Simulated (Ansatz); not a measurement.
# SiC: the cost of one run

Computed with Ansatz 0.2.0 (DFT PBE, scalar-relativistic, plane waves, PAW, unless a step's input says otherwise).

### 1 The system as given

The structure is orthorhombic, space group Cmc2_1 (No. 36). The conventional cell has a = 3.078 Å, b = 5.335 Å, c = 15.122 Å, α = 90.00°, β = 90.00°, γ = 90.00°. Around Si (site symmetry m) lie 4 C at 1.87 to 1.91 Å. Si (site symmetry m) is surrounded by 4 C at 1.87 to 1.92 Å. C (site symmetry m) has 4 Si at 1.87 to 1.92 Å as nearest neighbours. Around C (site symmetry m) lie 4 Si at 1.87 to 1.91 Å.

Structure file:

```xyz
48
Lattice="-6.1556 0.0000 0.0000 -3.0778 -5.3350 0.0000 -3.0778 0.0000 15.1219" Properties=species:S:1:pos:R:3 pbc="T T T"
Si   -9.2334   -0.8925   12.9746
Si   -6.1556   -0.8925   12.9746
Si  -10.7723   -3.5600   12.9746
Si   -7.6945   -3.5600   12.9746
Si   -9.2334   -4.4425    5.4136
Si   -6.1556   -4.4425    5.4136
Si   -7.6945   -1.7750    5.4136
Si   -4.6167   -1.7750    5.4136
Si   -9.2334   -2.6712    7.9254
Si   -6.1556   -2.6712    7.9254
Si   -7.6945   -0.0037    7.9254
Si   -4.6167   -0.0037    7.9254
Si   -6.1556   -2.6638    0.3644
Si   -3.0778   -2.6638    0.3644
Si   -7.6945   -5.3313    0.3644
Si   -4.6167   -5.3313    0.3644
Si   -9.2334   -4.4585   10.4529
Si   -6.1556   -4.4585   10.4529
Si   -7.6945   -1.7910   10.4529
Si   -4.6167   -1.7910   10.4529
Si   -6.1556   -0.8765    2.8919
Si   -3.0778   -0.8765    2.8919
Si   -7.6945   -3.5440    2.8919
Si   -4.6167   -3.5440    2.8919
C    -9.2334   -2.6462    9.8338
C    -6.1556   -2.6462    9.8338
C   -10.7723   -5.3137    9.8338
C    -7.6945   -5.3137    9.8338
C    -6.1556   -2.6888    2.2728
C    -3.0778   -2.6888    2.2728
C    -4.6167   -0.0213    2.2728
C    -1.5389   -0.0213    2.2728
C    -9.2334   -0.8536   14.8452
C    -6.1556   -0.8536   14.8452
C   -10.7723   -3.5211   14.8452
C    -7.6945   -3.5211   14.8452
C    -9.2334   -4.4814    7.2842
C    -6.1556   -4.4814    7.2842
C    -7.6945   -1.8139    7.2842
C    -4.6167   -1.8139    7.2842
C    -9.2334   -4.4227   12.3516
C    -6.1556   -4.4227   12.3516
C    -7.6945   -1.7552   12.3516
C    -4.6167   -1.7552   12.3516
C    -6.1556   -0.9123    4.7906
C    -3.0778   -0.9123    4.7906
C    -7.6945   -3.5798    4.7906
C    -4.6167   -3.5798    4.7906
```

The runs take a perfect supercell of 48 atoms; the defect goes to fractional position (0.987, 0.167, 0.858).

### 2 The perfect supercell

input.yaml reads:

```yaml
crystal:
  lattice:
    - [-6.1556, 0.0, 0.0]
    - [-3.0778, -5.335, 0.0]
    - [-3.0778, 0.0, 15.1219]
  atoms:
    - { symbol: Si, position: [0.98735, 0.1673, 0.858] }
    - { symbol: Si, position: [0.48735, 0.1673, 0.858] }
    - { symbol: Si, position: [0.98735, 0.6673, 0.858] }
    - { symbol: Si, position: [0.48735, 0.6673, 0.858] }
    - { symbol: Si, position: [0.90465, 0.8327, 0.358] }
    - { symbol: Si, position: [0.40465, 0.8327, 0.358] }
    - { symbol: Si, position: [0.90465, 0.3327, 0.358] }
    - { symbol: Si, position: [0.40465, 0.3327, 0.358] }
    - { symbol: Si, position: [0.9876, 0.5007, 0.5241] }
    - { symbol: Si, position: [0.4876, 0.5007, 0.5241] }
    - { symbol: Si, position: [0.9876, 0.0007, 0.5241] }
    - { symbol: Si, position: [0.4876, 0.0007, 0.5241] }
    - { symbol: Si, position: [0.7383, 0.4993, 0.0241] }
    - { symbol: Si, position: [0.2383, 0.4993, 0.0241] }
    - { symbol: Si, position: [0.7383, 0.9993, 0.0241] }
    - { symbol: Si, position: [0.2383, 0.9993, 0.0241] }
    - { symbol: Si, position: [0.73653, 0.8357, 0.69124] }
    - { symbol: Si, position: [0.23653, 0.8357, 0.69124] }
    - { symbol: Si, position: [0.73653, 0.3357, 0.69124] }
    - { symbol: Si, position: [0.23653, 0.3357, 0.69124] }
    - { symbol: Si, position: [0.82223, 0.1643, 0.19124] }
    - { symbol: Si, position: [0.32223, 0.1643, 0.19124] }
    - { symbol: Si, position: [0.82223, 0.6643, 0.19124] }
    - { symbol: Si, position: [0.32223, 0.6643, 0.19124] }
    - { symbol: C, position: [0.92685, 0.496, 0.6503] }
    - { symbol: C, position: [0.42685, 0.496, 0.6503] }
    - { symbol: C, position: [0.92685, 0.996, 0.6503] }
    - { symbol: C, position: [0.42685, 0.996, 0.6503] }
    - { symbol: C, position: [0.67285, 0.504, 0.1503] }
    - { symbol: C, position: [0.17285, 0.504, 0.1503] }
    - { symbol: C, position: [0.67285, 0.004, 0.1503] }
    - { symbol: C, position: [0.17285, 0.004, 0.1503] }
    - { symbol: C, position: [0.92915, 0.16, 0.9817] }
    - { symbol: C, position: [0.42915, 0.16, 0.9817] }
    - { symbol: C, position: [0.92915, 0.66, 0.9817] }
    - { symbol: C, position: [0.42915, 0.66, 0.9817] }
    - { symbol: C, position: [0.83915, 0.84, 0.4817] }
    - { symbol: C, position: [0.33915, 0.84, 0.4817] }
    - { symbol: C, position: [0.83915, 0.34, 0.4817] }
    - { symbol: C, position: [0.33915, 0.34, 0.4817] }
    - { symbol: C, position: [0.6771, 0.829, 0.8168] }
    - { symbol: C, position: [0.1771, 0.829, 0.8168] }
    - { symbol: C, position: [0.6771, 0.329, 0.8168] }
    - { symbol: C, position: [0.1771, 0.329, 0.8168] }
    - { symbol: C, position: [0.7561, 0.171, 0.3168] }
    - { symbol: C, position: [0.2561, 0.171, 0.3168] }
    - { symbol: C, position: [0.7561, 0.671, 0.3168] }
    - { symbol: C, position: [0.2561, 0.671, 0.3168] }
basis:
  ecutwfc: 420
  fft_grid_basis: typed
kpoints:
  mp_grid: { grid: [2, 2, 2] }
hamiltonian:
  xc: pbe
  pseudopotentials: { kind: paw }
scf:
  occupations: { method: gaussian, width: 0.05 }
output:
  forces: true
  stress: false
  eigenvalues: true
  bader: false
  write_density: true
  volumetric_format: npy
```

Launch:

```bash
> ansatz run input.yaml --threads 4 --pin off --max-ram 10240MiB --backend cpu --events-out ev --progress --plain --runs-dir out
```

What time and memory should one allow on 4 threads of Arm Neoverse V1, shared host?

About 6.5 s, with a peak of 1.8 GiB.
